**Question**

Cubic boron nitride (zinc-blende structure, each atom with four neighbours at 1.57 Å) is described in a doubled cell of four atoms. Two normal modes of that cell, both at 482.4 cm⁻¹, are frozen in with amplitudes $Q_1$ (first amplitude) and $Q_2$ (second amplitude), each the displacement of the atom that moves most. The cell and all other modes are held fixed, and the table gives the PBE free energy relative to the undisplaced crystal. The wave vector $\mathbf q$ points along $(1,1,-1)$ at the zone boundary, and both displacement patterns are perpendicular to it and to each other. Along $\mathbf q$ the crystal is a stack of puckered B–N bilayers joined by bonds parallel to $\mathbf q$. Within a bilayer B and N move the same way, B by 0.9772 of the N displacement, and neighbouring bilayers move oppositely.

Free energy of a four-atom cell of zinc-blende BN with two normal modes frozen in, relative to the relaxed crystal; the cell and all other modes are fixed, and each amplitude is the largest atomic displacement. Ansatz 0.2.0, scalar-relativistic PBE without spin polarization, PAW, 520 eV plane-wave cutoff, 6×6×6 k mesh, Gaussian smearing of 0.05 eV.

| second amplitude (Å) | free energy change at first amplitude -0.085 angstrom (meV a cell) | free energy change at first amplitude -0.068 angstrom (meV a cell) | free energy change at first amplitude -0.017 angstrom (meV a cell) | free energy change at first amplitude 0 angstrom (meV a cell) | free energy change at first amplitude 0.017 angstrom (meV a cell) | free energy change at first amplitude 0.034 angstrom (meV a cell) | free energy change at first amplitude 0.051 angstrom (meV a cell) |
| --- | --- | --- | --- | --- | --- | --- | --- |
| -0.08500 | 300.7 | 246.7 | 156.5 | 150.5 | 156.5 | 174.5 | 204.6 |
| -0.06800 | 246.7 | 192.6 | 102.3 | 96.3 | 102.3 | 120.4 | 150.5 |
| -0.05100 | 204.6 | 150.5 | 60.2 | 54.2 | 60.2 | 78.3 | 108.4 |
| -0.03400 | 174.5 | 120.4 | 30.1 | 24.1 | 30.1 | 48.2 | 78.3 |
| -0.01700 | 156.5 | 102.3 | 12.0 | 6.0 | 12.0 | 30.1 | 60.2 |
| 0.00000 | 150.5 | 96.3 | 6.0 | 0.0 | 6.0 | 24.1 | 54.2 |
| 0.01700 | 156.5 | 102.3 | 12.0 | 6.0 | 12.0 | 30.1 | 60.2 |
| 0.03400 | 174.5 | 120.4 | 30.1 | 24.1 | 30.1 | 48.2 | 78.3 |
| 0.05100 | 204.6 | 150.5 | 60.2 | 54.2 | 60.2 | 78.3 | 108.4 |
| 0.06800 | 246.7 | 192.6 | 102.3 | 96.3 | 102.3 | 120.4 | 150.5 |
| 0.08500 | 300.7 | 246.7 | 156.5 | 150.5 | 156.5 | 174.5 | 204.6 |

(a) State how the energy depends on $Q_1$ and $Q_2$, and decide which deformation of the bonds supplies the restoring force.

(b) Derive the form of $E(Q_1,Q_2)$ that symmetry allows, and say which equalities in the table test it.

(c) Estimate the energy at $Q_1=-0.085$ Å, $Q_2=0$ from the wavenumber alone.

(d) Find the entries that depart from the simplest form and discuss the departure.

**Model answer**

*(a) The shape and the restoring force.* The lowest entry is the origin, and the energy rises as the square of the amplitude. Along the column at first amplitude 0 it goes from 24.1 meV at $Q_2=-0.034$ Å to 150.5 meV at $-0.085$ Å, which is a power law with an exponent of 2.0. Entries with the same $r^2=Q_1^2+Q_2^2$ agree to the last printed digit at every radius in the table. The surface is a round bowl, $E\approx Kr^2$, and the crystal is stable against both modes.

The motion is a sliding of nearly rigid bilayers over one another, the transverse acoustic pair at the L point. At long wavelength such a mode becomes a rigid shift of the crystal and costs no energy; at the zone boundary neighbouring bilayers move in antiphase and the shear between them is greatest. The two ends of a bond along $\mathbf q$, of length $d$, slip sideways by $s$, and at the end of an axis

$$s=(1+0.9772)\times 0.085\ \text{Å}=0.168\ \text{Å},\qquad \frac{s}{d}\approx 6.1^\circ,\qquad \Delta d\approx\frac{s^2}{2d}=0.0090\ \text{Å}.$$

The tilt is of first order in the amplitude and the lengthening of second order.

Two limits narrow the question. If atoms were joined only by unstressed springs along the bonds, rigid bilayers would slide at no quadratic cost, and the energy $\tfrac12 k\,\Delta d^2$ would grow as $Q^4$. The bonds inside a bilayer do change at first order, but at the end of the first axis by at most 0.0017 Å, about a fifth of the stretch along $\mathbf q$, so the fourth power would still rule there. If instead the energy depends on the angles between bonds, it follows the square of the tilt and grows as $Q^2$. The exponent of 2.0 excludes the first limit and agrees with the second, though any other force that resists the sliding at first order would give it too.

The numbers thus show that nearest-neighbour stretching is not the main source of the stiffness. That the source is the resistance of directed $sp^3$ bonds to bending is the standard picture of tetrahedral crystals and is argued here from the geometry. The calculation yields a total energy, in which angular terms are not separated from forces between more distant atoms.

*(b) What symmetry allows.* Write $z=Q_1+iQ_2=re^{i\theta}$ and expand the energy in powers of $z$ and $z^*$. The lattice translation that carries one bilayer onto the next multiplies a zone-boundary pattern by $-1$, so $E(-z)=E(z)$ and every odd order vanishes. The threefold axis along $\mathbf q$ turns the displacement by 120°, so $E$ is also unchanged under $z\to e^{2\pi i/3}z$. The two operations together act as a sixfold rotation in the $(Q_1,Q_2)$ space, and the expansion reads

$$E=Kr^2+c_4r^4+c_6r^6+c_6'\,r^6\cos 6(\theta-\theta_0)+\dots$$

Here $\theta_0$ is the direction of a mirror. A term in $Q_1Q_2$ is excluded, the two wavenumbers must be equal, and the first dependence on direction enters at sixth order.

The equality $E(-Q_1,-Q_2)=E(Q_1,Q_2)$ is exact and was used: of the 77 entries, 40 were computed and 37 are copies of their reversed partners. The copies fill the positive first-amplitude columns almost entirely, so their match to the negative side is no finding. One point was computed on both sides, and the two energies agree to the last digit kept, 0.001 meV; the difference printed for this pair in the output comes from a slip in an entered value. The well is therefore not lopsided: 150.5 meV at $Q_1=-0.085$ Å exceeds 54.2 meV at $+0.051$ Å in the ratio of the squared amplitudes.

Real tests come from independently computed points. The two corners at $Q_1=-0.085$ Å, with $Q_2=\pm0.085$ Å, both give 300.7 meV, whereas a $Q_1Q_2$ term would raise one and lower the other. No symmetry equates them, since the first pattern lies 12.3° from the nearest mirror normal, and only terms of sixth order and above can part them. Likewise the point $(-0.068,-0.051)$ Å has the radius of the axis ends and the same energy, although it lies in another direction.

*(c) The estimate.* A harmonic mode of angular frequency $\omega$ stores $E=\tfrac12\omega^2MQ^2$, where $M=\sum_a m_a|\mathbf u_a|^2$ sums the atomic masses weighted by the squared pattern vectors. With two B and two N atoms and standard atomic weights,

$$M=2\,(10.81\times0.9772^2+14.007)\ \text{u}=48.66\ \text{u},\qquad \omega=2\pi c\times482.4\ \text{cm}^{-1},$$

$$K=\tfrac12\omega^2M=20.82\ \text{eV/Å}^2,\qquad E=20.82\times0.085^2\ \text{eV}=150.4\ \text{meV}.$$

The table has 150.5 meV. The formula has no adjustable constant and was applied unchanged to all entries; table and estimate differ by 0.05 meV rms, the size of the rounding, and by 0.14 meV in 300.7 meV at the corners. The printed output after this text lists the worst entries. Read more finely, the energy at $r=0.034$ Å lies 0.07 % above the estimate, a misfit comparable with the softening discussed in (d), and the runs do not show where it comes from. Wavenumber and map rest on the same functional, cutoff and mesh, so the agreement shows that they describe one energy surface and leaves its absolute stiffness untested.

*(d) The irregular entries.* In a purely quadratic bowl the two displacements add, $E(Q_1,Q_2)=E(Q_1,0)+E(0,Q_2)$. The table obeys this within its rounding everywhere except at the two corners, where 300.7 meV stands against $2\times150.5=301.0$ meV. The same runs, read to one more digit, put the deficit at 0.23 meV for the corner at $Q_2=-0.085$ Å. A round quartic term produces exactly such a failure, because $r^4$ contains $2Q_1^2Q_2^2$, and the sign says that the bowl softens outwards.

The softening is very small and is not a single quartic term. Relative to its value at $r=0.034$ Å (two grid steps, $r^2=4$ in squared steps), $E/r^2$ has fallen by 0.034 % at the axis end and by 0.110 % at the corner. A quartic term alone makes $E/r^2$ linear in $r^2$, so the second fall would be $(50-4)/(25-4)=2.2$ times the first. The observed factor is about three, beyond what rounding permits, so terms beyond the fourth order have become comparable with it by the corner, provided that numerical error is smaller than the effect.

The sign needs thought, because geometry acts in both directions. With the spacing of the bilayers held, the bond along $\mathbf q$ is stretched by 0.0179 Å at the corner, and that stretch adds a positive $r^4$ term. The tilt, however, falls behind the slip, because its tangent is $s/d$. From the end of an axis to the corner the squared slip doubles, while the tilt goes from 6.11° to 8.61° and its square slightly less than doubles. A bending energy that follows the square of the tilt therefore brings a negative $r^4$ term. A lengthened bond may also bend more easily, which would act in the same direction. The net softening means that the negative terms outweigh the positive ones, but the runs do not give their separate sizes. At a few tenths of a meV, the deliberately coarse cutoff and mesh could also shape the remainder.

**Remarks on the reasoning**

A good answer sorts the features by origin. The roundness up to fourth order, the evenness and the absence of a $Q_1Q_2$ term follow from symmetry and would hold at any level of theory that respects it. The calculation contributes the positive sign and the size of $K$, and the finding that all terms beyond the square add up to only about a thousandth of the energy at a tilt of 8.6°. The label F-43m and the 1.57 Å contacts belong to the origin only, and the expansion is taken about that point.

Limiting cases show which ingredient does what. A degenerate pair on a threefold axis at the zone centre has no sign-reversing translation, so a term $r^3\cos3\theta$ is allowed and the contours turn triangular, unless another operation such as inversion reverses the pair. A zone-boundary pair on the same kind of threefold axis with an imaginary frequency has $K<0$, and with a positive quartic term the bowl becomes a ring-shaped trough whose preferred directions are set only at sixth order. For the stiff pair studied here, $\tfrac12\omega^2M$ gives the whole map to about a thousandth; a stable but soft pair, with a small $K$, can be expected to leave the harmonic form much sooner.

Freezing the cell and the other modes overstates the energy away from the origin, and the order of the error can be argued. A relaxing coordinate $\eta$, such as the spacing of the bilayers, keeps its sign under the translation and so couples at lowest order to the square of the amplitudes. Minimising $g r^2\eta+\tfrac12\kappa\eta^2$ over $\eta$, with coupling $g$ and stiffness $\kappa$, gives $-g^2r^4/2\kappa$. Relaxation therefore leaves $K$ alone and changes the fourth and higher orders, where the corner deficit lies.

The practical rule follows: the curvature of such a map may be taken from the wavenumber and the mode mass, at the accuracy of the settings behind both, while an anharmonic constant should be read from it only after a finer cutoff and mesh have reproduced the few tenths of a meV on which it rests. With everything else frozen, that constant is the bare one, to be used together with the couplings to other modes. For the energy of a slow distortion, which the rest of the crystal can follow, the other coordinates must be relaxed.

Numerical output:

```
grid step 0.017 A; table rounding 0.05 meV per entry, 0.15 meV for a sum of three
printed entries 77, computed directly 40, symmetry copies 37
pattern component along q: 0.0000, -0.0000; overlap of modes -0.0000
B/N displacement ratio 0.9772
mode 1 lies 12.3 deg from the nearest mirror normal (0 or 30 would be symmetric)
axis end: bond along q length change +0.0090 A, tilt 6.11 deg
axis end: bond in bilayer length change -0.0017 A, tilt 0.03 deg
axis end: bond in bilayer length change +0.0004 A, tilt 0.07 deg
axis end: bond in bilayer length change +0.0014 A, tilt 0.05 deg
corner: bond along q length change +0.0179 A, tilt 8.61 deg
corner: bond in bilayer length change -0.0014 A, tilt 0.09 deg
corner: bond in bilayer length change -0.0012 A, tilt 0.09 deg
corner: bond in bilayer length change +0.0026 A, tilt 0.03 deg
axis ratios E(0,n)/E(0,-2) x 4: n=-5: 24.98, n=-4: 15.98, n=-3: 9.00, n=-2: 4.00, n=-1: 1.00
exponent between 0.034 and 0.085 A: 1.999
distinct radii 20; largest spread at equal radius 0.0 meV
radius 0.085 A: (-5,0) 150.5, (0,-5) 150.5, (-4,-3) 150.5 meV
non-additive part beyond rounding: (-5, -5): -0.3 meV, (-5, 5): -0.3 meV
E(-5,0)/E(+3,0) = 2.777; squared amplitude ratio 2.778
mode mass 48.66 u; harmonic K 20.82 eV/A^2; at 0.085 A 150.42 meV
table minus harmonic: rms 0.05 meV
  worst (-5, -5): -0.14 meV of 300.7
  worst (-5, 5): -0.14 meV of 300.7
  worst (3, -3): +0.10 meV of 108.4
  worst (3, 3): +0.10 meV of 108.4
finer energies, E/r^2 (eV/A^2) with rounding:
  (-1,0) r 0.017 A: 20.834 +- 0.0017
  (-2,0) r 0.034 A: 20.835 +- 0.0004
  (-3,0) r 0.051 A: 20.833 +- 0.0002
  (-4,0) r 0.068 A: 20.831 +- 0.0001
  (-5,0) r 0.085 A: 20.828 +- 0.0007
  (-4,-3) r 0.085 A: 20.828 +- 0.0007
  (-4,-4) r 0.096 A: 20.824 +- 0.0005
  (-5,-4) r 0.109 A: 20.819 +- 0.0004
  (-5,-5) r 0.120 A: 20.812 +- 0.0003
fall of E/r^2 from r=0.034 A: 0.034 % at axis end, 0.110 % at corner
E/r^2 at 0.034 A exceeds harmonic K by 0.07 %
corner minus 50 x first step -0.32 meV (+-0.03)
corner minus 2 x axis end -0.23 meV (+-0.015)
corner (-5,-5) minus (-5,+5) +0.02 meV (+-0.01)
both computed: (+1,+3) minus (-1,-3) +0.001 meV
```
